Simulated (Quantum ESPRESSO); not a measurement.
## GaN under changes of volume

One of the cells (11.310 Å³/atom); the others are scaled copies at fixed shape and fractional positions:

```xyz
4
Lattice="3.1800 0.0000 0.0000 -1.5900 2.7540 0.0000 0.0000 0.0000 5.1660" Properties=species:S:1:pos:R:3 pbc="T T T"
Ga    1.5900    0.9180    2.5830
Ga    0.0000    1.8360    0.0000
N     1.5900    0.9180    4.5203
N     0.0000    1.8360    1.9373
```

```yaml
Program: Quantum ESPRESSO 7.5
Functional: LDA
Potentials_or_basis: PseudoDojo 0.4 FR PBE standard
Cutoff: 1143 eV
Density_cutoff: 4572 eV
k_mesh: 6 × 6 × 3
Occupations: fermi-dirac, width 0.05 eV
Spin: spin-orbit coupling, no magnetisation
```

| volume (Å³/atom) | energy over the lowest point (meV/atom) | pressure (GPa) | gap on the mesh (eV) | largest force (eV/Å) |
| --- | --- | --- | --- | --- |
| 10.632 | 14.59 | 9.9 | 2.20 | 0.136 |
| 10.858 | ? | ? | ? | ? |
| 11.084 | 0.00 | 0.7 | 1.91 | 0.125 |
| 11.310 | 1.78 | -3.2 | 1.77 | 0.120 |
| 11.537 | 8.80 | -6.7 | 1.64 | 0.115 |
| 11.763 | 20.46 | -9.9 | 1.51 | 0.110 |
| 11.989 | 36.33 | -12.7 | 1.38 | 0.105 |

What does the run at 10.858 Å³/atom give?

Energy over the lowest point 4.05 meV/atom; pressure 5.0 GPa; gap on the mesh 2.05 eV; largest force 0.130 eV/Å.

Worked out: A Birch-Murnaghan fit of order 3 (a polynomial in V^(-2/3)) to the other rows has its minimum at 11.12 Å³/atom with B0 = V·E''(V) = 199 GPa and B' = 4.4 at fixed shape and positions, which overstates the stiffness. It gives 4.05 meV/atom at 10.858 Å³/atom, against the run's 4.05, and -dE/dV = 5.1 GPa, against 5.0. A straight line through the other rows of the gap, of slope -6.81 eV per unit of ln V (its deformation potential), gives 2.05 eV, against the run's 2.05.

Energies are extrapolated to zero smearing.

Caveats: the potentials were made for another functional, which shifts forces and pressure.
